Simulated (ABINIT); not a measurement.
A run of ABINIT 10.8.3 (patched build) is set up as follows.

File run.abi:

```
# Datasets: one volume each
ndtset 7
getwfk -1
scalecart1 3*0.9795861087
scalecart2 3*0.9864848297
scalecart3 3*0.9932883884
scalecart4 3*1.0000000000
scalecart5 3*1.0066227096
scalecart6 3*1.0131594038
scalecart7 3*1.0196128224

# Pseudopotentials
pp_dirpath "./"
pseudos "Al.upf"

# Structure
acell 3*1.0
rprim
     0.0000000000     3.8263269058     3.8263269058
     3.8263269058     0.0000000000     3.8263269058
     3.8263269058     3.8263269058     0.0000000000
ntypat 1
znucl 13
natom 1
typat 1
xred
     0.0000000000     0.0000000000     0.0000000000

# Plane-wave basis
ecut 20.0

# k points
kptopt 1
ngkpt 11 11 11
nshiftk 1
shiftk 0.0 0.0 0.0

# Exchange and correlation
ixc -116133

# Bands and occupations
nband 6
occopt 3
tsmear 0.00183747

# SCF cycle
nstep 100
tolvrs 1.0e-10

# Output
iomode 3
prtwf 1
prtden 0
prteig 0
prtebands 0
```

Potentials or basis: PseudoDojo NC SR PBEsol v0.4.1 standard.

Run with:

```console
$ abinit run.abi > log 2>&1
```

**Question.** What does it give for the equilibrium volume?

**Answer.** 16.18 Å³/atom.

**Question.** Estimate the bulk modulus.

**Answer.** 84 GPa.

**Question.** What does it give for the pressure derivative of the bulk modulus?

**Answer.** 4.5.

Energy against volume, from the lowest point:
```
volume (Å³/atom)  energy (meV/atom)
          15.607               5.53
          15.939               0.83
          16.271               0.00
          16.603               2.65
          16.935               8.40
          17.267              16.94
          17.599              27.94
```

Caveat: pressures at fixed basis lie under the slope of the energies.

**Measured values to compare with.**

From “The interpretation of polycrystalline coherent inelastic neutron scattering from aluminium”, 2013, pmc:3831299, for a bulk crystal of Al: bulk modulus 76.9 GPa.

Against the measured bulk modulus of Al, 76.9 GPa (quoted in “The interpretation of polycrystalline coherent inelastic neutron scattering from aluminium”, 2013, pmc:3831299), the calculated 84 GPa is off by +9.3 %. The fit is for a static lattice scaled at fixed shape and fixed fractional positions. The cell as given is a measured one (16.60 Å³/atom); PBEsol puts the equilibrium volume -2.6 % from it, thermal expansion not counted.
